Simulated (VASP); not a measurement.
# Pd (P6_3/mmc) in VASP: further runs

One crystal, Pd, is run at these levels: PBE; tasks: single point.

All numbers are computed with VASP 6.6.1; they aren't measurements. Logs are shortened: lines on timing, memory, paths and dates and some standing lists are left out, and cuts for length are marked.

### Step 1. The crystal as given

It takes space group P6_3/mmc (No. 194, hexagonal). The conventional cell has a = 2.784 Å, b = 2.784 Å, c = 4.629 Å, α = 90.00°, β = 90.00°, γ = 120.00°. Pd (site symmetry -6m2) has 12 Pd at 2.78 to 2.82 Å as nearest neighbours.

This isn't the form of Pd at room conditions, which is fcc.

### Step 2. Single point, PBE

Contents of INCAR:

```
SYSTEM = Pd
PREC = Accurate ; ENCUT = 350
EDIFF = 1E-6 ; ISMEAR = -1
SIGMA = 0.2 ; LREAL = .FALSE.
LASPH = .TRUE. ; NELM = 100
ALGO = Normal ; ISIF = 2
LWAVE = .FALSE. ; LCHARG = .FALSE.
GGA = PE ; ADDGRID = .FALSE.
```

Contents of KPOINTS:

```
Automatic mesh
0
G
  6 6 4
  0 0 0
```

Contents of POSCAR:

```
Pd
1.0
    2.7836650458      0.0000000000      0.0000000000
   -1.3918325229      2.4107246453      0.0000000000
    0.0000000000      0.0000000000      4.6288930000
Pd
2
Direct
    0.3690330000      0.6707680000      0.2457130000
    0.7034100000      0.3270270000      0.7475630000
```

Potentials or basis: VASP PAW PBE potentials, release 64 (Pd).

On the command line:

```bash
> cat potpaw_PBE.64/Pd/POTCAR > POTCAR
> mpirun -np 1 vasp_std > vasp.out
```

OUTCAR:

```text
SYSTEM = Pd
   PREC = Accurate
   ENCUT = 350
   EDIFF = 1E-6
   ISMEAR = -1
   LREAL = .FALSE.
   LASPH = .TRUE.
   NELM = 100
   ISIF = 2
   GGA = PE

 Found     76 irreducible k-points:

 Following reciprocal coordinates:
            Coordinates               Weight
  0.000000  0.000000  0.000000      1.000000
  0.166667  0.000000  0.000000      2.000000
  0.000000  0.166667  0.000000      2.000000
 -0.166667  0.166667  0.000000      2.000000
  0.333333  0.000000  0.000000      2.000000
  0.000000  0.333333  0.000000      2.000000
   k-points           NKPTS =     76   k-points in BZ     NKDIM =     76   number of bands    NBANDS=     14
   number of dos      NEDOS =    301   number of ions     NIONS =      2
   total plane-waves  NPLWV =   9072
   dimension x,y,z NGX =    18 NGY =   18 NGZ =   28
   dimension x,y,z NGXF=    36 NGYF=   36 NGZF=   56
   ions per type =               2
   NGX,Y,Z   is equivalent  to a cutoff of  10.75, 10.75, 10.06 a.u.
   NGXF,Y,Z  is equivalent  to a cutoff of  21.50, 21.50, 20.11 a.u.
 SYSTEM =  Pd
   PREC   = accura    normal or accurate (medium, high low for compatibility)
   ISTART =      0    job   : 0-new  1-cont  2-samecut
   ICHARG =      2    charge: 1-file 2-atom 10-const
   ISPIN  =      1    spin polarized calculation?
   LNONCOLLINEAR =      F non collinear calculations
   LSORBIT =      F    spin-orbit coupling
   LASPH  =      T    aspherical Exc in radial PAW
   ENCUT  =  350.0 eV  25.72 Ry    5.07 a.u.   4.25  4.25  7.06*2*pi/ulx,y,z
   NELM   =    100;   NELMIN=  2; NELMDL= -5     # of ELM steps
   EDIFF  = 0.1E-05   stopping-criterion for ELM
   LREAL  =      F    real-space projection
   EDIFFG = 0.1E-04   stopping-criterion for IOM
   NSW    =      0    number of steps for IOM
   IBRION =     -1    ionic relax: 0-MD 1-quasi-New 2-CG
   NFREE  =      0    steps in history (QN), initial steepest desc. (CG)
   ISIF   =      2    stress and relaxation
   ISYM   =      2    0-nonsym 1-usesym 2-fastsym
   POTIM  = 0.5000    time-step for ionic-motion
   TEBEG  =    0.0;   TEEND  =   0.0 temperature during run
   PSTRESS=    0.0 pullay stress
   NELECT =      20.0000    total number of electrons
   NUPDOWN=      -1.0000    fix difference up-down
   EMIN   =  10.00;   EMAX   =-10.00  energy-range for DOS
   EFERMI =   0.00;   METHOD = LEGACY
   ISMEAR =    -1;   SIGMA  =   0.20  broadening in eV -4-tet -1-fermi 0-gaus
   EFERMI_NEDOS =   21; number of points for ismear=-14 and -15
   IALGO  =     38    algorithm
   IMIX   =      4    mixing-type and parameters
     AMIX     =   0.40;   BMIX     =  1.00
     AMIX_MAG =   1.60;   BMIX_MAG =  1.00
  volume/ion in A,a.u.               =      15.53       104.81
  Fermi-wavevector in a.u.,A,eV,Ry     =   1.413636  2.671385 27.189429  1.998367
  Thomas-Fermi vector in A             =   2.535261
   LORBIT       =      0    0 simple, 1 ext, 2 COOP (PROOUT), +10 PAW based schemes
   GGA     = PE    functional components
   LHFCALC =     F    Hartree Fock is set to
   AEXX    =    0.0000 exact exchange contribution
   IVDW    =     0    specifies the selected vdW correction
   LEPSILON=     F    determine dielectric tensor
   LRPA    =     F    only Hartree local field effects (RPA)
 non-spin polarized calculation
  energy-cutoff  :      350.00
  volume of cell :       31.06
 maximum number of plane-waves:       476
 NGX is ok and might be reduce to    18
   NGX =  9   NGY =  9   NGZ = 15

 number of electron      19.9999999 magnetization

 Free energy of the ion-electron system (eV)
  ---------------------------------------------------
  ext. energy  EPLUGINS =         0.00000000
  ---------------------------------------------------
  free energy    TOTEN  =       -10.64255711 eV

  energy without entropy =      -10.22932772  energy(sigma->0) =      -10.43594242

 E-fermi :   9.0021     XC(G=0): -12.8684

 val. band max:        8.9949366606   @ k =   0.5000   0.0000   0.2500
 cond. band min:       9.0057410698   @ k =   0.5000   0.5000   0.2500
 fundamental gap:      0.0108044092
 Fermi energy:         9.0020636530

 k-point     1 :       0.0000    0.0000    0.0000
  band No.  band energies     occupation
      1       2.1871      2.00000
      2       4.0144      2.00000
      3       6.2035      2.00000
      4       6.4065      2.00000
      5       6.4275      1.99999
      6       6.7298      1.99998
      7       6.7566      1.99997
      8       7.3049      1.99959
      9       7.4057      1.99932
     10       8.6343      1.72559
     11       8.7290      1.59333
     12       9.9064      0.02151
     13      15.5753      0.00000
     14      26.0246      0.00000

 k-point     2 :       0.1667    0.0000    0.0000
  band No.  band energies     occupation
      1       3.0071      2.00000
      2       4.5204      2.00000
      3       5.8680      2.00000
      4       6.4521      1.99999
      5       6.5193      1.99999
      6       6.8801      1.99995
      7       6.9624      1.99993
      8       7.0581      1.99988
      9       7.2461      1.99969
     10       7.3846      1.99939
     11       8.7916      1.48246
     12      12.5082      0.00000
     13      15.6384      0.00000
     14      24.3569      0.00000

 k-point     3 :       0.0000    0.1667    0.0000
  band No.  band energies     occupation
      1       3.0086      2.00000
      2       4.5269      2.00000
      3       5.8559      2.00000
      4       6.4434      1.99999
      5       6.5258      1.99999
      6       6.8974      1.99995
      7       6.9684      1.99992
      8       7.0823      1.99986
      9       7.2365      1.99971
     10       7.3606      1.99945
     11       8.7701      1.52264
     12      12.5256      0.00000
     13      15.6381      0.00000
     14      24.3331      0.00000

 k-point     4 :      -0.1667    0.1667    0.0000
  band No.  band energies     occupation
      1       3.0051      2.00000
      2       4.5108      2.00000
      3       5.8840      2.00000
      4       6.4654      1.99999
      5       6.5123      1.99999
      6       6.8613      1.99996
      7       6.9526      1.99993
      8       7.0227      1.99990
      9       7.2561      1.99968
     10       7.4171      1.99928
     11       8.8228      1.42030
     12      12.4839      0.00000
     13      15.6388      0.00000
     14      24.3867      0.00000

 k-point     5 :       0.3333    0.0000    0.0000
  band No.  band energies     occupation
      1       4.3037      2.00000
      2       4.5494      2.00000
      3       5.0964      2.00000
      4       6.3837      2.00000
      5       6.5796      1.99999
      6       6.5833      1.99999
      7       6.8230      1.99996
      8       8.2216      1.96041
      9       8.3978      1.90708
     10       8.5004      1.84945
     11       8.9016      1.24592
     12      16.0622      0.00000
     13      16.1172      0.00000
     14      18.5602      0.00000

 k-point     6 :       0.0000    0.3333    0.0000
  band No.  band energies     occupation
      1       4.3141      2.00000
      2       4.5636      2.00000
      3       5.1200      2.00000
      4       6.3562      2.00000
      5       6.5713      1.99999
      6       6.5977      1.99999
      7       6.7741      1.99997
      8       8.2215      1.96042
      9       8.3972      1.90732
     10       8.5126      1.84074
     11       8.8927      1.26691
     12      16.1022      0.00000
     13      16.1252      0.00000
     14      18.5560      0.00000

 [... further k-points ...]
[... 5 lines left out ...]
  --------------------------------------------------------------------------------------
  -------------------------------------------------------------------------------------
  Total       -0.2937461     -0.2082418     -0.6102330      0.0289250     -0.0024578      0.0016463
  in kB      -15.1509870    -10.7408013    -31.4749138      1.4919102     -0.1267685      0.0849148
  external PRESSURE =     -19.1222341 kB  Pullay stress =       0.0000000 kB

 VOLUME and BASIS-vectors are now :
 -----------------------------------------------------------------------------
  energy-cutoff  :      350.00
  volume of cell :       31.06
      direct lattice vectors                 reciprocal lattice vectors
     2.783665046  0.000000000  0.000000000     0.359238624  0.207406516  0.000000000
    -1.391832523  2.410724645  0.000000000     0.000000000  0.414813032  0.000000000
     0.000000000  0.000000000  4.628893000     0.000000000  0.000000000  0.216034374

 POSITION                                       TOTAL-FORCE (eV/Angst)
 -----------------------------------------------------------------------------------
      0.09367      1.61704      1.13738         0.019828     -0.031476      0.066415
      1.50289      0.78837      3.46039        -0.019828      0.031476     -0.066415
 -----------------------------------------------------------------------------------
    total drift:                               -0.000028     -0.000001      0.000142

  FREE ENERGIE OF THE ION-ELECTRON SYSTEM (eV)
  ---------------------------------------------------
  free  energy   TOTEN  =       -10.6425571059 eV

  energy  without entropy=      -10.2293277245  energy(sigma->0) =      -10.43594242
```

Run time: 7.4 s. Hardware: 1 thread of AMD EPYC 9R45 (Zen 5), shared host; peak memory 0.1 GiB.

These settings aren't checked as converged: the numbers below hold their error.

Results:

| Quantity | Value |
| --- | --- |
| Free energy | -10.6426 eV |
| Pressure | -1.9 GPa |
| Largest force | 0.076 eV/Å |
| Band gap on the k mesh | none (metal or under the smearing width) |

Caveat: the k mesh is coarse (spacing up to 0.43 Å⁻¹), so the values aren't converged.

### Step 3. Single point, PBE

INCAR: that of step 2 with these lines changed.

```diff
@@ -1,3 +1,3 @@
 SYSTEM = Pd
-PREC = Accurate ; ENCUT = 350
+PREC = Accurate ; ENCUT = 400
 EDIFF = 1E-6 ; ISMEAR = -1
```

KPOINTS is that of step 2.

Contents of POSCAR:

```
Pd
1.0
    2.7836650458      0.0000000000      0.0000000000
   -1.3918325229      2.4107246453      0.0000000000
    0.0000000000      0.0000000000      4.6288930000
Pd
2
Direct
    0.3333333333      0.6666666667      0.2500000000
    0.6666666667      0.3333333333      0.7500000000
```

Potentials or basis: VASP PAW PBE potentials, release 64 (Pd).

On the command line:

```bash
> cat potpaw_PBE.64/Pd/POTCAR > POTCAR
> mpirun -np 1 vasp_std > vasp.out
```

Run time: 3.2 s. Hardware: 1 thread of AMD EPYC 9R45 (Zen 5), shared host; peak memory 0.09 GiB.

The run converged, but some of its settings lie outside the range that counts as converged, so its numbers aren't taken as properties of the crystal.

What came out:

```
Free energy            : -10.6424 eV
Pressure               : -1.4 GPa
Band gap on the k mesh : none (metal or under the smearing width)
```

Caveat: the k mesh is coarse (spacing up to 0.43 Å⁻¹), so the values aren't converged.

### Step 4. Single point, PBE

INCAR is that of step 3.

KPOINTS is that of step 3.

Contents of POSCAR:

```
Pd
1.0
    2.7836650458      0.0000000000      0.0000000000
   -1.3918325229      2.4107246453      0.0000000000
    0.0000000000      0.0000000000      4.6288930000
Pd
2
Direct
    0.3690330000      0.6707680000      0.2457130000
    0.7034100000      0.3270270000      0.7475630000
```

On the command line:

```bash
> cat potpaw_PBE.64/Pd/POTCAR > POTCAR
> mpirun -np 1 vasp_std > vasp.out
```

Wall time 7.9 s (1 thread of AMD EPYC 9R45 (Zen 5), shared host); peak memory 0.11 GiB.

The run converged, but some of its settings lie outside the range that counts as converged, so its numbers aren't taken as properties of the crystal.

What came out:

* Free energy: -10.6416 eV
* Pressure: -1.4 GPa
* Largest force: 0.076 eV/Å
* Band gap on the k mesh: none (metal or under the smearing width)

Caveat: the k mesh is coarse (spacing up to 0.43 Å⁻¹), so the values aren't converged.

### Step 5. Single point, PBE

INCAR: that of step 4 with these lines changed.

```diff
@@ -1,3 +1,3 @@
 SYSTEM = Pd
-PREC = Accurate ; ENCUT = 400
+PREC = Accurate ; ENCUT = 300
 EDIFF = 1E-6 ; ISMEAR = -1
```

Contents of KPOINTS:

```
Automatic mesh
0
G
  8 8 4
  0 0 0
```

Contents of POSCAR:

```
Pd
1.0
    2.7836650458      0.0000000000      0.0000000000
   -1.3918325229      2.4107246453      0.0000000000
    0.0000000000      0.0000000000      4.6288930000
Pd
2
Direct
    0.3333333333      0.6666666667      0.2500000000
    0.6666666667      0.3333333333      0.7500000000
```

On the command line:

```bash
> cat potpaw_PBE.64/Pd/POTCAR > POTCAR
> mpirun -np 1 vasp_std > vasp.out
```

Wall time 3.1 s (1 thread of AMD EPYC 9R45 (Zen 5), shared host); peak memory 0.09 GiB.

These settings aren't checked as converged: the numbers below hold their error.

What came out:

| Quantity | Value |
| --- | --- |
| Free energy | -10.6149 eV |
| Pressure | -0.6 GPa |
| Band gap on the k mesh | none (metal or under the smearing width) |

Caveat: the cutoff is under 1.25 times the usual one of these potentials, so pressure, stress and relaxed cells hold a basis-set (Pulay) error.

### Step 6. Single point, PBE

INCAR is that of step 5.

KPOINTS is that of step 5.

Contents of POSCAR:

```
Pd
1.0
    2.7836650458      0.0000000000      0.0000000000
   -1.3918325229      2.4107246453      0.0000000000
    0.0000000000      0.0000000000      4.6288930000
Pd
2
Direct
    0.3690330000      0.6707680000      0.2457130000
    0.7034100000      0.3270270000      0.7475630000
```

Potentials or basis: VASP PAW PBE potentials, release 64 (Pd).

On the command line:

```bash
> cat potpaw_PBE.64/Pd/POTCAR > POTCAR
> mpirun -np 1 vasp_std > vasp.out
```

Run time: 9.1 s. Hardware: 1 thread of AMD EPYC 9R45 (Zen 5), shared host; peak memory 0.1 GiB.

The run converged, but some of its settings lie outside the range that counts as converged, so its numbers aren't taken as properties of the crystal.

Results:

```
Free energy            : -10.6140 eV
Pressure               : -0.6 GPa
Largest force          : 0.075 eV/Å
Band gap on the k mesh : none (metal or under the smearing width)
```

Caveat: the cutoff is under 1.25 times the usual one of these potentials, so pressure, stress and relaxed cells hold a basis-set (Pulay) error.

### Step 7. For comparison

An earlier run on the cell as given: functional PBEsol; potentials or basis VASP PAW PBE potentials, release 64 (Pd); cutoff 520 eV; k mesh 11 × 11 × 6; occupations fermi-dirac, width 0.05 eV; no spin polarisation.

* Pressure: -10.6 GPa
* Band gap on the k mesh: none (metal or under the smearing width)
